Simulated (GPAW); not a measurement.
Consider AlN (P6_3mc).

```cif
data_structure
_symmetry_space_group_name_H-M 'P 1'
_symmetry_Int_Tables_number 1
_cell_length_a 3.1130
_cell_length_b 3.1130
_cell_length_c 4.9810
_cell_angle_alpha 90.000
_cell_angle_beta 90.000
_cell_angle_gamma 120.000
_cell_volume 41.80
loop_
_atom_site_label
_atom_site_type_symbol
_atom_site_fract_x
_atom_site_fract_y
_atom_site_fract_z
_atom_site_occupancy
Al1 Al 0.66667 0.33333 0.50000 1
Al2 Al 0.33333 0.66667 0.00000 1
N3 N 0.66667 0.33333 0.88000 1
N4 N 0.33333 0.66667 0.38000 1
```

Absorber: atom 3, with 4 Al at 1.89 Å (tetrahedral, site symmetry 3m). Method: GPAW, PBE, full core hole (charged cell), 16-atom cell with 5.9 Å between holes, 5×5×5 k points, dipole transitions, Gaussian full width 0.9 eV up to 4 eV, rising linearly to 3.5 eV at 25 eV.

The database entry behind the starting cell differs from later determinations by our own check (inner coordinate u about 0.002 short), so it need not match the best structure at ambient conditions.

**Question.** What does the N K edge look like?

Main maxima up to 24 eV above the zero (height): 2.5 eV (1.83), 5.4 eV (1.97), 7.3 eV (2.04), 11.3 eV (0.66) and 21.4 eV (1.17). A K edge sees empty p states on the absorber. The total-energy difference plus the lowest empty eigenvalue puts the zero at 406.09 eV. One term is added: -7.82 eV, since the hole is spin-paired here and a spin-polarised one costs that much less in the free atom (computed apart). The photon energy is then 398.27 eV. The functional and the charged cell's background leave an error of a few eV in such absolute values.

The N K spectrum (energy from the lowest empty level; intensity scaled to a mean of 1 over the first 20 eV; polarised curves are means over the symmetry-equivalent atoms):

```tsv
E (eV)	isotropic	ε ⊥ c	ε ∥ c
-2.0	0.00	0.00	0.00
-1.0	0.00	0.00	0.00
0.0	0.02	0.02	0.01
1.0	0.26	0.27	0.25
2.0	1.48	1.49	1.46
3.0	1.61	1.45	1.91
4.0	1.53	1.72	1.16
5.0	1.92	2.08	1.59
6.0	1.88	1.90	1.85
7.0	1.96	1.70	2.48
8.0	1.65	1.54	1.88
9.0	0.85	0.93	0.70
10.0	0.55	0.67	0.30
11.0	0.64	0.74	0.45
12.0	0.61	0.60	0.62
13.0	0.44	0.37	0.59
14.0	0.40	0.35	0.50
15.0	0.46	0.44	0.50
16.0	0.50	0.47	0.57
17.0	0.66	0.62	0.73
18.0	0.93	0.94	0.93
19.0	1.08	1.13	0.99
20.0	1.11	1.18	0.97
21.0	1.16	1.24	1.01
22.0	1.15	1.19	1.05
23.0	0.99	0.97	1.03
24.0	0.79	0.72	0.93
25.0	0.66	0.58	0.83
26.0	0.67	0.61	0.79
27.0	0.75	0.73	0.81
```

The holes are only 5.9 Å apart, so the shape is probably not converged with cell size; no larger cell was run here. The mesh is coarse (0.27 Å⁻¹ between points), so small maxima may be mesh ripples. The structure is a published determination, not relaxed.

[Banner, clock and machine lines of the logs are left out without a mark of their own.]

[Logs are printed without paths, hosts, clocks, repeated set-up lines and the standing remarks that a program may print on its own settings, such as how far it seeks lower states.]

[Hosts, paths, dates, database ids (printed as entryN), source tags and the programs' standing remarks are cut or masked in the printed files.]

[Lists of maxima count a maximum above −3 eV only where it reaches 4 % of the highest in the window and stands out from its surroundings by 2 % of it (1.5 % where it reaches 55 %); shoulders and weaker maxima are passed over, and of the rest the first, up to two pre-edge ones and the few strongest are named.]
